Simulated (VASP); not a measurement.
# Os (Fm-3m) in VASP: further runs, part 2 of 2

VASP 6.6.1. The steps go on from the part before.

### 4 Single point, PBEsol

This run uses another cell than the first one: it holds 1 atom, not 4.

INCAR

```
PREC = Accurate
ENCUT = 520
EDIFF = 1E-6
ISMEAR = 0
SIGMA = 0.1
LREAL = F
LASPH = T
NELM = 100
ALGO = Normal
ISIF = 2
LWAVE = F
LCHARG = T
GGA = PS
LELF = T
LVHAR = T
NBANDS = 10
```

KPOINTS

```
Automatic mesh
0
Gamma
  18 18 18
```

POSCAR

```
Os
1.0
    0.0000000000      1.9101610880      1.9101610880
    1.9101610880      0.0000000000      1.9101610880
    1.9101610880      1.9101610880      0.0000000000
Os
1
Direct
    0.0000000000      0.0000000000      0.0000000000
```

Potentials or basis: VASP PAW PBE potentials, release 64 (Os).

Run with:

```sh
cat potpaw_PBE.64/Os/POTCAR > POTCAR
mpirun -np 1 vasp_std > vasp.out
```

OUTCAR:

```text
PREC = Accurate
   ENCUT = 520
   EDIFF = 1E-6
   ISMEAR = 0
   LREAL = F
   LASPH = T
   NELM = 100
   ISIF = 2
   GGA = PS

 ion  position               nearest neighbor table
   1  0.000  0.000  0.000-

  LATTYP: Found a face centered cubic cell.
 ALAT       =     3.8203221760

  Lattice vectors:

 A1 = (   0.0000000000,   1.9101610880,   1.9101610880)
 A2 = (   1.9101610880,   0.0000000000,   1.9101610880)
 A3 = (   1.9101610880,   1.9101610880,   0.0000000000)

Analysis of symmetry for initial positions (statically):
=====================================================================
 Subroutine PRICEL returns:
 Original cell was already a primitive cell.

 Routine SETGRP: Setting up the symmetry group for a
 face centered cubic supercell.

 Subroutine GETGRP returns: Found 48 space group operations
 (whereof 48 operations were pure point group operations)
 out of a pool of 48 trial point group operations.

The static configuration has the point symmetry O_h .

Analysis of symmetry for dynamics (positions and initial velocities):
=====================================================================
 Subroutine PRICEL returns:
 Original cell was already a primitive cell.

 Routine SETGRP: Setting up the symmetry group for a
 face centered cubic supercell.

 Subroutine GETGRP returns: Found 48 space group operations
 (whereof 48 operations were pure point group operations)
 out of a pool of 48 trial point group operations.

The dynamic configuration has the point symmetry O_h .

 Subroutine INISYM returns: Found 48 space group operations
 (whereof 48 operations are pure point group operations),
 and found     1 'primitive' translations

----------------------------------------------------------------------------------------

                                     Primitive cell

  volume of cell :      13.9393

  direct lattice vectors                    reciprocal lattice vectors
     0.000000000  1.910161088  1.910161088    -0.261758028  0.261758028  0.261758028
     1.910161088  0.000000000  1.910161088     0.261758028 -0.261758028  0.261758028
     1.910161088  1.910161088  0.000000000     0.261758028  0.261758028 -0.261758028

  length of vectors
     2.701375717  2.701375717  2.701375717     0.453378204  0.453378204  0.453378204

  position of ions in fractional coordinates (direct lattice)
     0.000000000  0.000000000  0.000000000

  ion indices of the primitive-cell ions
   primitive index   ion index
                 1           1

----------------------------------------------------------------------------------------

 KPOINTS: Automatic mesh

Automatic generation of k-mesh.
 Grid dimensions read from file:
 generate k-points for:   18   18   18

 Generating k-lattice:

  Cartesian coordinates                     Fractional coordinates (reciprocal lattice)
    -0.014542113  0.014542113  0.014542113     0.055555556  0.000000000  0.000000000
     0.014542113 -0.014542113  0.014542113     0.000000000  0.055555556  0.000000000
     0.014542113  0.014542113 -0.014542113     0.000000000  0.000000000  0.055555556

  Length of vectors
     0.025187678  0.025187678  0.025187678

  Shift w.r.t. Gamma in fractional coordinates (k-lattice)
     0.000000000  0.000000000  0.000000000

 Subroutine IBZKPT returns following result:
 ===========================================

 Found    195 irreducible k-points:

 Following reciprocal coordinates:
            Coordinates               Weight
  0.000000  0.000000  0.000000      1.000000
  0.055556  0.000000  0.000000      8.000000
  0.111111  0.000000  0.000000      8.000000
  0.166667  0.000000  0.000000      8.000000
  0.222222  0.000000  0.000000      8.000000
  0.277778  0.000000  0.000000      8.000000
[... 16 lines left out ...]
 -0.277778  0.055556  0.000000     24.000000
 -0.222222  0.055556  0.000000     24.000000
 [... further k-points ...]
   k-points           NKPTS =    195   k-points in BZ     NKDIM =    195   number of bands    NBANDS=     10
   number of dos      NEDOS =    301   number of ions     NIONS =      1
   total plane-waves  NPLWV =   8000
   dimension x,y,z NGX =    20 NGY =   20 NGZ =   20
   dimension x,y,z NGXF=    40 NGYF=   40 NGZF=   40
   ions per type =               1
   NGX,Y,Z   is equivalent  to a cutoff of  12.31, 12.31, 12.31 a.u.
   NGXF,Y,Z  is equivalent  to a cutoff of  24.62, 24.62, 24.62 a.u.
 SYSTEM =  unknown system
   PREC   = accura    normal or accurate (medium, high low for compatibility)
   ISTART =      0    job   : 0-new  1-cont  2-samecut
   ICHARG =      2    charge: 1-file 2-atom 10-const
   ISPIN  =      1    spin polarized calculation?
   LNONCOLLINEAR =      F non collinear calculations
   LSORBIT =      F    spin-orbit coupling
   LASPH  =      T    aspherical Exc in radial PAW
   ENCUT  =  520.0 eV  38.22 Ry    6.18 a.u.   5.02  5.02  5.02*2*pi/ulx,y,z
   NELM   =    100;   NELMIN=  2; NELMDL= -5     # of ELM steps
   EDIFF  = 0.1E-05   stopping-criterion for ELM
   LREAL  =      F    real-space projection
   EDIFFG = 0.1E-04   stopping-criterion for IOM
   NSW    =      0    number of steps for IOM
   IBRION =     -1    ionic relax: 0-MD 1-quasi-New 2-CG
   NFREE  =      0    steps in history (QN), initial steepest desc. (CG)
   ISIF   =      2    stress and relaxation
   ISYM   =      2    0-nonsym 1-usesym 2-fastsym
   POTIM  = 0.5000    time-step for ionic-motion
   TEBEG  =    0.0;   TEEND  =   0.0 temperature during run
   PSTRESS=    0.0 pullay stress
   NELECT =       8.0000    total number of electrons
   NUPDOWN=      -1.0000    fix difference up-down
   EMIN   =  10.00;   EMAX   =-10.00  energy-range for DOS
   EFERMI =   0.00;   METHOD = LEGACY
   ISMEAR =     0;   SIGMA  =   0.10  broadening in eV -4-tet -1-fermi 0-gaus
   EFERMI_NEDOS =   21; number of points for ismear=-14 and -15
   IALGO  =     38    algorithm
   IMIX   =      4    mixing-type and parameters
     AMIX     =   0.40;   BMIX     =  1.00
     AMIX_MAG =   1.60;   BMIX_MAG =  1.00
  volume/ion in A,a.u.               =      13.94        94.07
  Fermi-wavevector in a.u.,A,eV,Ry     =   1.360478  2.570931 25.183026  1.850900
  Thomas-Fermi vector in A             =   2.487137
   LORBIT       =      0    0 simple, 1 ext, 2 COOP (PROOUT), +10 PAW based schemes
   GGA     = PS    functional components
   LHFCALC =     F    Hartree Fock is set to
   AEXX    =    0.0000 exact exchange contribution
   IVDW    =     0    specifies the selected vdW correction
   LEPSILON=     F    determine dielectric tensor
   LRPA    =     F    only Hartree local field effects (RPA)
 non-spin polarized calculation
 Gauss-broadening in eV      SIGMA  =   0.10
  energy-cutoff  :      520.00
  volume of cell :       13.94
 maximum number of plane-waves:       388
   NGX =  9   NGY =  9   NGZ =  9

 number of electron       7.9999999 magnetization

 Free energy of the ion-electron system (eV)
  ---------------------------------------------------
  ext. energy  EPLUGINS =         0.00000000
  ---------------------------------------------------
  free energy    TOTEN  =       -12.10417288 eV

  energy without entropy =      -12.10033535  energy(sigma->0) =      -12.10225411

 E-fermi :   9.1992     XC(G=0): -14.1724

 val. band max:        9.1606678862   @ k =  -0.3889   0.3333   0.0000
 cond. band min:       9.2025330370   @ k =  -0.2222   0.2778   0.0556
 fundamental gap:      0.0418651508
 Fermi energy:         9.1992402883

 k-point     1 :       0.0000    0.0000    0.0000
  band No.  band energies     occupation
      1      -1.6692      2.00000
      2       6.2094      2.00000
      3       6.2094      2.00000
      4       6.2094      2.00000
      5       9.2965      0.16901
      6       9.2965      0.16901
      7      23.5092      0.00000
      8      29.3316      0.00000
      9      29.3316      0.00000
     10      29.3316      0.00000
[... 287 lines left out ...]
 k-point    24 :      -0.2222    0.0556    0.0000
  band No.  band energies     occupation
      1       0.6541      2.00000
      2       5.3778      2.00000
      3       6.6935      2.00000
      4       6.8095      2.00000
      5       8.9148      1.99994
      6       9.9209      0.00000
      7      23.8142      0.00000
      8      27.0547      0.00000
      9      32.1614      0.00000
     10      33.3919      0.00000

 [... further k-points ...]

------------------------ aborting loop because EDIFF is reached ----------------------------------------

  FORCE on cell =-STRESS in cart. coord.  units (eV):
  Direction    XX          YY          ZZ          XY          YZ          ZX
  --------------------------------------------------------------------------------------
  -------------------------------------------------------------------------------------
  Total        0.0466477      0.0466477      0.0466477      0.0000000      0.0000000      0.0000000
  in kB        5.3616802      5.3616802      5.3616802      0.0000000      0.0000000      0.0000000
  external PRESSURE =       5.3616802 kB  Pullay stress =       0.0000000 kB

 VOLUME and BASIS-vectors are now :
 -----------------------------------------------------------------------------
  energy-cutoff  :      520.00
  volume of cell :       13.94
      direct lattice vectors                 reciprocal lattice vectors
     0.000000000  1.910161088  1.910161088    -0.261758028  0.261758028  0.261758028
     1.910161088  0.000000000  1.910161088     0.261758028 -0.261758028  0.261758028
     1.910161088  1.910161088  0.000000000     0.261758028  0.261758028 -0.261758028

 POSITION                                       TOTAL-FORCE (eV/Angst)
 -----------------------------------------------------------------------------------
      0.00000      0.00000      0.00000         0.000000      0.000000      0.000000
 -----------------------------------------------------------------------------------
    total drift:                                0.000000      0.000000      0.000000

  FREE ENERGIE OF THE ION-ELECTRON SYSTEM (eV)
  ---------------------------------------------------
  free  energy   TOTEN  =       -12.1041728766 eV

  energy  without entropy=      -12.1003353497  energy(sigma->0) =      -12.10225411
```

stdout:

```text
POSCAR found type information on POSCAR Os
 POSCAR found :  1 types and       1 ions
 scaLAPACK will be used
 -----------------------------------------------------------------------------
|                                                                             |
|                                                                             |
|     You enforced a specific xc type in the INCAR file but a different       |
|     I HOPE YOU KNOW WHAT YOU ARE DOING!                                     |
|                                                                             |
 -----------------------------------------------------------------------------

 LDA part: xc-table for (Slater+PW92), standard interpolation
 POSCAR, INCAR and KPOINTS ok, starting setup
 FFT: planning ... GRIDC
 FFT: planning ... GRID_SOFT
 FFT: planning ... GRID
 WAVECAR not read
 entering main loop
```

Run time: 19 s. Hardware: 1 thread of Intel Xeon Platinum 8259CL at 2.50GHz (Skylake/Cascade Lake), shared host; peak memory 0.15 GiB.

Results:

| Item | Value |
| --- | --- |
| Free energy | -12.1042 eV |
| Pressure | 0.5 GPa |
| Band gap on the k mesh | none (metal or under the smearing width) |

Caveat: the PAW data sets were made with another functional, which shifts forces and pressure a little. The run has no spin-orbit coupling, so splittings on Os are missing.

### 5 Summary

| task | cell | k mesh | dipole correction | atoms held fixed (from 0) | gap on the mesh (eV) |
| --- | --- | --- | --- | --- | --- |
| single point | clean slab, lower half held | 12 × 12 × 1 | yes | - | none |
| relaxation of the atoms | atoms relaxed from: clean slab, lower half held | 12 × 12 × 1 | yes | [0, 1] | none |
| single point | as given | 18 × 18 × 18 | no | - | none |

Alike in all rows: level PBEsol; potentials or basis VASP PAW PBE potentials, release 64 (Os); no spin polarisation; cutoff (eV) 520; smearing gaussian 0.1 eV.

Caveats: the PAW data sets were made with another functional, which shifts forces and pressure a little.

Absolute energies hang on the potentials; compare differences alone.
